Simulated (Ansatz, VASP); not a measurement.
This is a calculation of TaN for Ansatz 0.2.0.

input.yaml

```yaml
crystal:
  lattice:
    - [3.3531822282, 0.0, 0.0]
    - [0.0, 3.3531822282, 0.0]
    - [0.0, 0.0, 4.9096991783]
  atoms:
    - { symbol: Ta, position: [0.0, 0.0, 0.0] }
    - { symbol: Ta, position: [0.5, 0.5, 0.0] }
    - { symbol: "N", position: [0.5, 0.0, 0.267] }
    - { symbol: "N", position: [0.0, 0.5, 0.733] }
hamiltonian:
  xc: pbe
  pseudopotentials: { kind: paw }
kpoints:
  mp_grid: { grid: [8, 8, 6] }
scf:
  occupations: { method: fermi_dirac, width: 0.05 }
output:
  forces: true
  stress: true
  eigenvalues: true
```

Potentials or basis: Ansatz PAW.

Launch:

```sh
$ ansatz run input.yaml --threads 1 --pin off --max-ram 3584MiB --backend cpu --events-out ev --progress --plain --runs-dir out
```

Set up the same calculation for VASP 6.6.1. Potentials there: VASP PAW PBE potentials, release 64 (Ta_pv, N).

As run (the cutoff follows the program's own potentials):

INCAR

```
SYSTEM = TaN
  PREC = Accurate
  ENCUT = 520
  EDIFF = 1E-6
  ISMEAR = -1
  SIGMA = 0.05
  LREAL = .FALSE.
  LASPH = .TRUE.
  NELM = 100
  ALGO = Normal
  ISIF = 2
  LWAVE = .FALSE.
  LCHARG = .FALSE.
  GGA = PE
  NBANDS = 24
```

The input KPOINTS:

```
regular mesh
0
G
  8 8 6
  0 0 0
```

File POSCAR:

```
TaN
1.0
    3.3531822282      0.0000000000      0.0000000000
    0.0000000000      3.3531822282      0.0000000000
    0.0000000000      0.0000000000      4.9096991783
Ta N
2 2
Direct
    0.0000000000      0.0000000000      0.0000000000
    0.5000000000      0.5000000000      0.0000000000
    0.5000000000      0.0000000000      0.2670000000
    0.0000000000      0.5000000000      0.7330000000
```

Potentials or basis: VASP PAW PBE potentials, release 64 (Ta_pv, N).

Launch:

```sh
$ cat potpaw_PBE.64/Ta_pv/POTCAR potpaw_PBE.64/N/POTCAR > POTCAR
$ mpirun -np 1 vasp_std > vasp.out
```

Both were run:

|  | VASP | Ansatz | Ansatz less VASP |
| --- | --- | --- | --- |
| gap on the k mesh at the Fermi level (eV) | none | none | - |
| rms of the force components (eV/Å) | 0.727 | 0.769 | +0.0427 |

Atom by atom the forces differ by 0.043 eV/Å (rms over components). A gap of «none» marks a metal or a gap that the smearing closes. With one functional, cell and mesh, what is left measures potentials, basis and numerics. The two sets of potentials don't hold the same shells in valence.

Caveats: forces of over 1 eV/Å show positions far from the minimum, so gaps and moduli don't describe the material at rest. The runs have no spin-orbit coupling, so splittings on Ta are missing.
